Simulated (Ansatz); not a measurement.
# Hg under pressure: fit and missing row

Hg, I4/mmm, a = 3.966 Å, c = 3.706 Å. This isn't the element's structure at ambient conditions. Ansatz: PBE, PAW, 420 eV, Γ-centred 16×16×16 mesh on 1 atom, Gaussian smearing 0.10 eV; no spin polarisation. Cell and atoms are relaxed at each pressure, and no other structure is tried, so the rows at high pressure may lie past a change of phase.

| V (Å³/atom) | P (GPa) |
| --- | --- |
| ? | 60.01 |
| 18.458 | 30.04 |
| 20.690 | 14.98 |
| 22.601 | 7.99 |
| 24.943 | 2.98 |
| 29.146 | 0.00 |

Question: Take V0 = 29.146 Å³/atom, fit the third-order Birch–Murnaghan form to the other rows, and predict the missing volume.

Answer: With the Eulerian strain f = ½[(V0/V)^(2/3) − 1] and y = P/[3f(1 + 2f)^(5/2)], the form is the line y = B0 + 1.5 B0 (B0′ − 4) f. Rows (f, y): 0.17800, 26.3; 0.12832, 22.0; 0.09239, 18.9; 0.05470, 14.0. Means f = 0.1134, y = 20.300; Σ(Δf)² = 0.008283, ΣΔfΔy = 0.8122; the slope is their ratio. y = 9.185 + 98.06 f GPa, so B0 = 9.2 GPa and B0′ = 4 + 2 × (98.06)/(3 × 9.185) = 11.12. P = 60.01 GPa is met at f = 0.23575 (y = 32.30), so V = V0 (1 + 2f)^(−3/2) = 16.328 Å³/atom. The run gave 16.358 Å³/atom, so the fit is 0.030 Å³/atom too low, within the rms miss on the fitted rows (0.069 Å³/atom). The form still works here, 111 % of the fitted range beyond its end. With a term in f² added B0′ becomes 20.56, so this figure hangs on the form. A B0′ outside 2 to 8 is unusual except in layered or molecular crystals, and here it hangs on few rows. The nearest row lies 14 % from V0, so B0 and B0′ are extrapolations to f = 0.

The mesh isn't the same in all rows (16×16×16, 18×18×18, 20×20×20). Spin–orbit coupling is left out, which can shift energies with elements as heavy as these.